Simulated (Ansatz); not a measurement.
**Spin–orbit splittings in HgTe**

```
Hg Te
1.0
     0.00000    3.22350    3.22350
     3.22350    0.00000    3.22350
     3.22350    3.22350    0.00000
Hg Te
1 1
Cartesian
  0.0000 0.0000 0.0000
  4.8353 4.8353 4.8353
```

Atoms are numbered in the order listed.

The conventional cell has a = 6.447 Å, b = 6.447 Å, c = 6.447 Å, α = 90.00°, β = 90.00°, γ = 90.00°. Hg (atom 1) is surrounded by 4 Te at 2.79 Å. Around Te (atom 2) lie 4 Hg at 2.79 Å.

The cell is COD entry 1539232, as deposited and not checked against the literature; nothing was relaxed.

Levels of theory: DFT, PBE, all-electron LAPW, scalar-relativistic (Ansatz 0.2.0); DFT, PBE, all-electron LAPW, Dirac equation with spin-orbit coupling (Ansatz 0.2.0).

Sampling and basis: a Γ-centred 9×9×9 k mesh, Fermi–Dirac smearing of 0.05 eV, basis error target 0.5 meV/atom, no spin polarisation.

Levels between -8 and 5 eV, each run counted from its own valence-band top where it has a gap, else its Fermi level. Scalar levels are listed once for both spins; with the coupling every spinor state is counted. Levels near the edges of the range can cross them.

Task: At Γ (0.000, 0.000, 0.000) the scalar-relativistic levels are -7.46 (×3), -6.92 (×2), -0.76, -0.06 (×3), 4.17 (×3). What are they with spin–orbit coupling?

Result: -7.13 (×2), -6.62 (×4), -0.97 (×2), -0.81 (×2), -0.03 (×4), 3.05 (×2), 4.29 (×4).

Task: At U (-0.375, -0.375, 0.250) the scalar-relativistic levels are -7.27, -7.17, -7.03, -6.89, -6.37, -5.56, -3.01, -1.97, 2.19, 3.96. What are they with spin–orbit coupling?

Result: -7.89, -6.87, -6.78, -6.57, -6.45, -6.16, -6.08, -5.85, -5.59, -3.29, -3.27, -2.24, -2.21, 1.87, 2.03, 3.67, 3.75.
